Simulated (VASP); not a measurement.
# CaF2 (Fm-3m) in VASP: a series of runs

The runs below take CaF2 through band structure, with HSE06, PBE0, PBE.

All numbers are computed with VASP 6.6.1; they aren't measurements. Logs are shortened: lines on timing, memory, paths and dates and some standing lists are left out, and cuts for length are marked.

## Step 1: The structure

Symmetry: Fm-3m, No. 225, cubic system. The conventional cell has a = 5.513 Å, b = 5.513 Å, c = 5.513 Å, α = 90.00°, β = 90.00°, γ = 90.00°. Around Ca (site symmetry m-3m) lie 8 F at 2.39 Å. F (site symmetry -43m) is surrounded by 4 Ca at 2.39 Å.

The cell comes from a database or a generator and needn't be the stable form of this composition.

## Step 2: Band structure, HSE06

POSCAR reads:

```
CaF2                                    
1.0
    0.0000000000      2.7564989548      2.7564989548
    2.7564989548      0.0000000000      2.7564989548
    2.7564989548      2.7564989548      0.0000000000
  Ca              F             
     1     2
Direct
     0.0000000000000000    0.0000000000000000    0.0000000000000000
     0.7500000000000000    0.7500000000000000    0.7500000000000000
     0.2500000000000000    0.2500000000000000    0.2500000000000000
```

INCAR.step1 reads:

```
SYSTEM = CaF2
  ALGO = Normal
  EDIFF = 1E-5
  ENCUT = 450
  GGA = PE
  ISIF = 2
  ISMEAR = 0
  KPAR = 2
  LASPH = .True.
  LCHARG = .False.
  LREAL = .False.
  LWAVE = .True.
  NELM = 120
  PREC = Accurate
  SIGMA = 0.02
```

INCAR.step2 reads:

```
SYSTEM = CaF2
  ALGO = Normal
  EDIFF = 1E-6
  ENCUT = 450
  GGA = PE
  HFSCREEN = 0.2
  ISIF = 2
  ISMEAR = 0
  ISTART = 1
  KPAR = 2
  LASPH = .True.
  LCHARG = .False.
  LHFCALC = .True.
  LREAL = .False.
  LWAVE = .False.
  NELM = 120
  PREC = Accurate
  PRECFOCK = Fast
  SIGMA = 0.02
```

KPOINTS reads:

```
k-points
0
Gamma
  8 8 8
  0 0 0
```

KPOINTS_OPT reads:

```
path GXWKGLUWLK,UX
12
line-mode
reciprocal
 0.0000000000  0.0000000000  0.0000000000  G
 0.5000000000  0.0000000000  0.5000000000  X

 0.5000000000  0.0000000000  0.5000000000  X
 0.5000000000  0.2500000000  0.7500000000  W

 0.5000000000  0.2500000000  0.7500000000  W
 0.3750000000  0.3750000000  0.7500000000  K

 0.3750000000  0.3750000000  0.7500000000  K
 0.0000000000  0.0000000000  0.0000000000  G

 0.0000000000  0.0000000000  0.0000000000  G
 0.5000000000  0.5000000000  0.5000000000  L

 0.5000000000  0.5000000000  0.5000000000  L
 0.6250000000  0.2500000000  0.6250000000  U

 0.6250000000  0.2500000000  0.6250000000  U
 0.5000000000  0.2500000000  0.7500000000  W

 0.5000000000  0.2500000000  0.7500000000  W
 0.5000000000  0.5000000000  0.5000000000  L

 0.5000000000  0.5000000000  0.5000000000  L
 0.3750000000  0.3750000000  0.7500000000  K

 0.6250000000  0.2500000000  0.6250000000  U
 0.5000000000  0.0000000000  0.5000000000  X
```

Potentials or basis: VASP PAW PBE potentials, release 64 (Ca_sv, F).

Started as:

```
$ cat potpaw_PBE.64/Ca_sv/POTCAR potpaw_PBE.64/F/POTCAR > POTCAR
$ cp INCAR.step1 INCAR
$ mpirun -np 2 vasp_std > vasp.out
$ cp INCAR.step2 INCAR
$ mpirun -np 2 vasp_std > vasp.out
```

OUTCAR:

```text
SYSTEM = CaF2
   EDIFF = 1E-6
   ENCUT = 450
   GGA = PE
   HFSCREEN = 0.2
   ISIF = 2
   ISMEAR = 0
   ISTART = 1
   LASPH = .True.
   LHFCALC = .True.
   LREAL = .False.
   NELM = 120
   PREC = Accurate
   PRECFOCK = Fast

 ion  position               nearest neighbor table
   1  0.000  0.000  0.000-   2 2.39   3 2.39   2 2.39   2 2.39   2 2.39   3 2.39   3 2.39   3 2.39

   2  0.750  0.750  0.750-   1 2.39   1 2.39   1 2.39   1 2.39
   3  0.250  0.250  0.250-   1 2.39   1 2.39   1 2.39   1 2.39

  LATTYP: Found a face centered cubic cell.
 ALAT       =     5.5129979096

  Lattice vectors:

 A1 = (   0.0000000000,   2.7564989548,   2.7564989548)
 A2 = (   2.7564989548,   0.0000000000,   2.7564989548)
 A3 = (   2.7564989548,   2.7564989548,   0.0000000000)

Analysis of symmetry for initial positions (statically):
=====================================================================
 Subroutine PRICEL returns:
 Original cell was already a primitive cell.

 Routine SETGRP: Setting up the symmetry group for a
 face centered cubic supercell.

 Subroutine GETGRP returns: Found 48 space group operations
 (whereof 48 operations were pure point group operations)
 out of a pool of 48 trial point group operations.

The static configuration has the point symmetry O_h .

Analysis of symmetry for dynamics (positions and initial velocities):
=====================================================================
 Subroutine PRICEL returns:
 Original cell was already a primitive cell.

 Routine SETGRP: Setting up the symmetry group for a
 face centered cubic supercell.

 Subroutine GETGRP returns: Found 48 space group operations
 (whereof 48 operations were pure point group operations)
 out of a pool of 48 trial point group operations.

The dynamic configuration has the point symmetry O_h .

 Subroutine INISYM returns: Found 48 space group operations
 (whereof 48 operations are pure point group operations),
 and found     1 'primitive' translations

----------------------------------------------------------------------------------------

                                     Primitive cell

[... 91 lines left out ...]
   NELM   =    120;   NELMIN=  2; NELMDL=  0     # of ELM steps
   EDIFF  = 0.1E-05   stopping-criterion for ELM
   LREAL  =      F    real-space projection
   EDIFFG = 0.1E-04   stopping-criterion for IOM
   NSW    =      0    number of steps for IOM
   IBRION =     -1    ionic relax: 0-MD 1-quasi-New 2-CG
   NFREE  =      0    steps in history (QN), initial steepest desc. (CG)
   ISIF   =      2    stress and relaxation
   ISYM   =      3    0-nonsym 1-usesym 2-fastsym
   POTIM  = 0.5000    time-step for ionic-motion
   TEBEG  =    0.0;   TEEND  =   0.0 temperature during run
   PSTRESS=    0.0 pullay stress
   NELECT =      24.0000    total number of electrons
   NUPDOWN=      -1.0000    fix difference up-down
   EMIN   =  10.00;   EMAX   =-10.00  energy-range for DOS
   EFERMI =   0.00;   METHOD = LEGACY
   ISMEAR =     0;   SIGMA  =   0.02  broadening in eV -4-tet -1-fermi 0-gaus
   EFERMI_NEDOS =   21; number of points for ismear=-14 and -15
   IALGO  =     38    algorithm
   IMIX   =      1    mixing-type and parameters
     AMIX     =   0.40;   BMIX     =  1.00
     AMIX_MAG =   1.60;   BMIX_MAG =  1.00
  volume/ion in A,a.u.               =      13.96        94.23
  Fermi-wavevector in a.u.,A,eV,Ry     =   1.359703  2.569466 25.154349  1.848792
  Thomas-Fermi vector in A             =   2.486428
   LORBIT       =      0    0 simple, 1 ext, 2 COOP (PROOUT), +10 PAW based schemes
   GGA     = PE    functional components
   LHFCALC =     T    Hartree Fock is set to
   PRECFOCK=fast      Normal, Fast or Accurate (Low or Medium for compatibility)
   ENCUT4O =  -1.0   cutoff for four orbital integrals eV
   NKREDX  =     1    reduce k-point grid by
   NKREDY  =     1    reduce k-point grid by
   NKREDZ  =     1    reduce k-point grid by
   AEXX    =    0.2500 exact exchange contribution
   HFSCREEN=    0.2000 screening length (either q_TF or 0.3 A-1)
   HFSCREENC=   0.2000 screening length for correlation (either q_TF or 0.3 A-1)
   ENCUTFOCK=  -1.0 apply spherical cutoff to Coloumb kernel
   IVDW    =     0    specifies the selected vdW correction
   LEPSILON=     F    determine dielectric tensor
   LRPA    =     F    only Hartree local field effects (RPA)
 non-spin polarized calculation
 Gauss-broadening in eV      SIGMA  =   0.02
  energy-cutoff  :      450.00
  volume of cell :       41.89
 maximum number of plane-waves:       934
  NGX = 16; NGY = 16; NGZ = 16

 number of electron      23.9999978 magnetization

 Free energy of the ion-electron system (eV)
  ---------------------------------------------------
  ext. energy  EPLUGINS =         0.00000000
  ---------------------------------------------------
  free energy    TOTEN  =       -20.63918779 eV

  energy without entropy =      -20.63918779  energy(sigma->0) =      -20.63918779

 E-fermi :  -2.6114     XC(G=0):  -7.7784

 val. band max:       -2.7338897449   @ k =   0.5000   0.5000   0.0000
 cond. band min:       6.4627819715   @ k =   0.0000   0.0000   0.0000
 fundamental gap:      9.1966717165
 Fermi energy:        -2.6113791845

 k-point     1 :       0.0000    0.0000    0.0000
  band No.  band energies     occupation
      1     -40.9126      2.00000
      2     -24.1994      2.00000
      3     -23.4359      2.00000
      4     -20.3810      2.00000
      5     -20.3810      2.00000
      6     -20.3810      2.00000
[... 433 lines left out ...]
      3     -23.9853      2.00000
      4     -20.4480      2.00000
      5     -20.2676      2.00000
      6     -20.0617      2.00000
[... 8 lines left out ...]
     15       9.6522      0.00000
     16      10.1033      0.00000

 [... further k-points ...]
[... 5 lines left out ...]
  --------------------------------------------------------------------------------------
  -------------------------------------------------------------------------------------
  Total       -0.9014695     -0.9014695     -0.9014695      0.0000000     -0.0000000      0.0000000
  in kB      -34.4792757    -34.4792757    -34.4792757      0.0000000     -0.0000000      0.0000000
  external PRESSURE =     -34.4792757 kB  Pullay stress =       0.0000000 kB

 VOLUME and BASIS-vectors are now :
 -----------------------------------------------------------------------------
  energy-cutoff  :      450.00
  volume of cell :       41.89
      direct lattice vectors                 reciprocal lattice vectors
     0.000000000  2.756498955  2.756498955    -0.181389512  0.181389512  0.181389512
     2.756498955  0.000000000  2.756498955     0.181389512 -0.181389512  0.181389512
     2.756498955  2.756498955  0.000000000     0.181389512  0.181389512 -0.181389512

 POSITION                                       TOTAL-FORCE (eV/Angst)
 -----------------------------------------------------------------------------------
      0.00000      0.00000      0.00000        -0.000000     -0.000000     -0.000000
      4.13475      4.13475      4.13475         0.000000      0.000000      0.000000
      1.37825      1.37825      1.37825        -0.000000     -0.000000     -0.000000
 -----------------------------------------------------------------------------------
    total drift:                                0.000000      0.000000      0.000000

  FREE ENERGIE OF THE ION-ELECTRON SYSTEM (eV)
  ---------------------------------------------------
  free  energy   TOTEN  =       -20.6391877883 eV

  energy  without entropy=      -20.6391877883  energy(sigma->0) =      -20.63918779
```

OUTCAR.step1:

```text
SYSTEM = CaF2
   EDIFF = 1E-5
   ENCUT = 450
   GGA = PE
   ISIF = 2
   ISMEAR = 0
[... 683 lines left out ...]
      0.00000      0.00000      0.00000         0.000000     -0.000000     -0.000000
      4.13475      4.13475      4.13475         0.000000     -0.000000      0.000000
      1.37825      1.37825      1.37825        -0.000000      0.000000     -0.000000
 -----------------------------------------------------------------------------------
    total drift:                                0.000000      0.000000      0.000000

  FREE ENERGIE OF THE ION-ELECTRON SYSTEM (eV)
  ---------------------------------------------------
  free  energy   TOTEN  =       -17.3498886858 eV

  energy  without entropy=      -17.3498886858  energy(sigma->0) =      -17.34988869
```

Wall time 2.3 h (2 MPI ranks of Intel Xeon Platinum 8375C at 2.90GHz (Ice Lake), shared host); peak memory 0.4 GiB.

Results:

| Quantity | Value |
| --- | --- |
| Free energy | -20.6392 eV |
| Band gap on the k mesh | 9.20 eV, indirect (least direct gap 9.46 eV) |
| Band gap along the path | 9.20 eV, indirect (least direct gap 9.46 eV) |

Levels at the corners of the path, in eV from the valence-band top:
| point | band 9 | band 10 | band 11 | band 12 | band 13 | band 14 | band 15 | band 16 |
| --- | --- | --- | --- | --- | --- | --- | --- | --- |
| Γ | -2.10 | -0.26 | -0.26 | -0.26 | 9.20 | 11.73 | 11.73 | 13.89 |
| X | -1.70 | -0.35 | -0.35 | 0.00 | 10.40 | 12.06 | 12.75 | 13.55 |
| X | -1.70 | -0.35 | -0.35 | 0.00 | 10.40 | 12.06 | 12.75 | 13.55 |
| W | -1.06 | -1.06 | -0.26 | -0.09 | 10.74 | 12.35 | 12.48 | 12.48 |
| W | -1.06 | -1.06 | -0.26 | -0.09 | 10.74 | 12.35 | 12.48 | 12.48 |
| K | -1.54 | -0.63 | -0.45 | -0.09 | 10.68 | 12.24 | 12.42 | 12.96 |
| K | -1.54 | -0.63 | -0.45 | -0.09 | 10.68 | 12.24 | 12.42 | 12.92 |
| Γ | -2.10 | -0.26 | -0.26 | -0.26 | 9.20 | 11.73 | 11.73 | 13.89 |
| Γ | -2.10 | -0.26 | -0.26 | -0.26 | 9.20 | 11.73 | 11.73 | 13.89 |
| L | -1.31 | -1.24 | -0.86 | -0.86 | 11.93 | 11.94 | 12.25 | 12.69 |
| L | -1.31 | -1.24 | -0.86 | -0.86 | 11.93 | 11.94 | 12.25 | 12.69 |
| U | -1.54 | -0.63 | -0.45 | -0.09 | 10.68 | 12.24 | 12.42 | 12.93 |
| U | -1.54 | -0.63 | -0.45 | -0.09 | 10.68 | 12.24 | 12.42 | 12.92 |
| W | -1.06 | -1.06 | -0.26 | -0.09 | 10.74 | 12.35 | 12.48 | 12.48 |
| W | -1.06 | -1.06 | -0.26 | -0.09 | 10.74 | 12.35 | 12.48 | 12.48 |
| L | -1.31 | -1.24 | -0.86 | -0.86 | 11.93 | 11.94 | 12.25 | 12.69 |
| L | -1.31 | -1.24 | -0.86 | -0.86 | 11.93 | 11.93 | 12.25 | 12.69 |
| K | -1.54 | -0.63 | -0.45 | -0.09 | 10.68 | 12.24 | 12.42 | 12.93 |
| U | -1.54 | -0.63 | -0.45 | -0.09 | 10.68 | 12.24 | 12.42 | 13.01 |
| X | -1.70 | -0.35 | -0.35 | 0.00 | 10.40 | 12.06 | 12.75 | 13.55 |

Caveat: the cutoff is under 1.25 times the usual one of these potentials, so pressure, stress and relaxed cells hold a basis-set (Pulay) error; the PAW data sets were made with another functional, which shifts forces and pressure a little.

(Continued in part 2 of 2.)
